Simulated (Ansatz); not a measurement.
Space group Fm-3m (No. 225). a = 4.502 Å, b = 4.502 Å, c = 4.502 Å, α = 90.00°, β = 90.00°, γ = 90.00°
| atom | site | symmetry | x | y | z |
| --- | --- | --- | --- | --- | --- |
| Hf | 4a | m-3m | 0.0000 | 0.0000 | 0.0000 |
| N | 4b | m-3m | 0.5000 | 0.0000 | 0.0000 |

Equation of state of this HfN structure (not necessarily the ground state), with shape and atoms relaxed at each volume where symmetry leaves them free. It has no gap at any of these volumes. The calculation used Ansatz 0.2.0, DFT PBEsol, scalar-relativistic, plane waves, PAW.

Plane waves to 420 eV, a k mesh through Γ of 16×16×16 on the computed 2-atom cell and Gaussian smearing (0.10 eV); no spin polarisation.

| V (Å³/atom) | E − E(largest V) (meV/atom) | P (GPa) |
| --- | --- | --- |
| 10.720 | 7.39 | 20.01 |
| 11.062 | -23.47 | 9.19 |
| 11.404 | -32.99 | -0.04 |
| 11.746 | -24.27 | -7.92 |
| 12.088 | 0.00 | -14.65 |

Problem. Fit a third-order Birch–Murnaghan equation to E(V).

Solution. V0 = 11.40 Å³/atom, B0 = 284 GPa, B0' = 4.3.

Spin-orbit coupling is left out, which matters for the bands of heavy elements. Spin polarisation was left out, and a magnetic state may lie lower.